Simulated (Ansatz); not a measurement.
KI in the zincblende structure, relaxed with r2SCAN in the plane-wave code Ansatz. It is cubic, F-43m (No. 216); a = 7.932 Å in the conventional setting, 62.38 Å³ an atom. K has 4 I at 3.43 Å; I has 4 K at 3.43 Å.

The axes x, y and z are those of this cell:
```
CELL_PARAMETERS angstrom
0.00000 3.96589 3.96589
3.96589 0.00000 3.96589
3.96589 3.96589 0.00000
ATOMIC_POSITIONS crystal
K 0.00000 0.00000 0.00000
I 0.25000 0.25000 0.25000
```

Unstrained: With PBE the valence top lies at Γ–K (0.39 of the way from Γ) and the conduction bottom at Γ, 3.931 eV higher; the smallest vertical gap, at Γ, is 3.934 eV. Least and direct gap differ so little that the kind isn't settled. The r2SCAN gap is indirect, 4.472 eV (Γ–K (0.39 of the way from Γ) to Γ), below the direct gap of 4.476 eV at Γ. Least and direct gap differ so little that the kind isn't settled. The HSE06 gap is indirect, 4.880 eV (Γ–K (0.39 of the way from Γ) to Γ), below the direct gap of 4.882 eV at Γ. Least and direct gap differ so little that the kind isn't settled. Meshes: PBE 6×6×6, r2SCAN 6×6×6, HSE06 4×4×4. Strains are changes of length per length, and xy shears are angles. After each strain the atoms were relaxed again with r2SCAN within the symmetry that the strain leaves, so tilts or polar shifts that break it weren't tested; points keep the names that they have in the unstrained zone. Under uniaxial strain the other axes carry as much stress as the strained one: the cell is very soft in shear and may be mechanically unstable. No spin polarisation. The prototype was imposed, so other structures may be more stable.

(1) Apply isotropic +0.44 % on every length. How far does the gap move, against the unstrained cell?

(2) Estimate what uniaxial -1.53 % along z, other directions held does to the gap.

(3) Estimate what xy shear, engineering strain (angle) +4.67 % does to the gap.

(4) Order the strained cells by their HSE06 gap, smallest first.
A. xy shear, engineering strain (angle) +4.67 %
B. uniaxial -1.53 % along z, other directions held
C. isotropic +0.44 % on every length

Results:

(1) PBE: the gap goes from 3.931 to 3.910 eV (-0.021 eV). r2SCAN: the gap goes from 4.472 to 4.455 eV (-0.017 eV). HSE06: the gap goes from 4.880 to 4.858 eV (-0.022 eV). The r2SCAN energy rises by 0.2 meV an atom.

(2) PBE: the gap goes from 3.931 to 3.952 eV (+0.021 eV); the edges go from Γ–K (0.39) → Γ to (-0.010, 0.146, -1/6) → Γ. r2SCAN: the gap goes from 4.472 to 4.490 eV (+0.018 eV); the edges go from Γ–K (0.39) → Γ to (-0.010, 0.146, -1/6) → Γ. HSE06: the gap goes from 4.880 to 4.903 eV (+0.023 eV); least and direct gap lie within 0.04 eV, so its kind isn't settled. The r2SCAN energy rises by 0.4 meV an atom.

(3) PBE: the gap goes from 3.931 to 3.887 eV (-0.044 eV); the edges go from Γ–K (0.39) → Γ to Γ–K (0.28) → Γ. r2SCAN: the gap goes from 4.472 to 4.428 eV (-0.044 eV); the edges go from Γ–K (0.39) → Γ to Γ–K (0.28) → Γ. HSE06: the gap goes from 4.880 to 4.834 eV (-0.046 eV); least and direct gap lie within 0.04 eV, so its kind isn't settled. The r2SCAN energy rises by 0.5 meV an atom.

(4) A (4.83 eV), C (4.86 eV), B (4.90 eV).

No spin-orbit coupling is included; it can move band edges with weight on the heavy atoms by tenths of an eV.

Where an edge lies off the special points, it is a point of the mesh or the k point where a search put PBE's edge or least direct gap, reused for the other functionals, whose own edges may lie a little apart.

Coordinates of k points refer to the reciprocal vectors of the primitive cell of the runs.

The meshes of the hybrids are coarse, so their gaps aren't converged to the digits shown.
